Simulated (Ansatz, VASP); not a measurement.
Two plane-wave programs on Pb

```
CELL_PARAMETERS angstrom
0.00000 2.47502 2.47502
2.47502 0.00000 2.47502
2.47502 2.47502 0.00000
ATOMIC_POSITIONS crystal
Pb 0.00000 0.00000 0.00000
```

Alike in both runs: task relaxation of cell and atoms; functional PBEsol; dispersion D3(BJ); k mesh 9 × 9 × 9; occupations fermi-dirac, width 0.05 eV; no spin polarisation.

```csv
,VASP,Ansatz
version,VASP 6.6.1,Ansatz 0.2.0
potentials or method,"VASP PAW PBE potentials, release 64 (Pb_d)",Ansatz PAW
plane-wave cutoff (eV),600,420
valence electrons in the cell,14,14
```

```csv
,VASP,Ansatz,Ansatz less VASP
"gap on the k mesh at the Fermi level, each at its own relaxed structure (eV)",none,none,-
relaxed volume (Å³/atom),28.50,28.50,-0.001
relaxed cell length with the largest relative difference (Å),3.429,3.429,0.0000
energy change over the relaxation (meV/atom),-18,-18,0.0
```

A gap of «none» marks a metal or a gap that the smearing closes.

Caveats: pairwise dispersion overbinds metals, which lowers pressure and volume; the PAW data sets were made with another functional, which shifts forces and pressure a little (VASP); the plane-wave basis is chosen anew once the cell has moved, so the energies of steps on either side of that aren't comparable (Ansatz); the PAW data sets come from PBE, with cores solved anew for the run's functional, which leaves a small shift of forces and pressure (Ansatz). Spin-orbit coupling is left out, which matters for the levels of Pb.
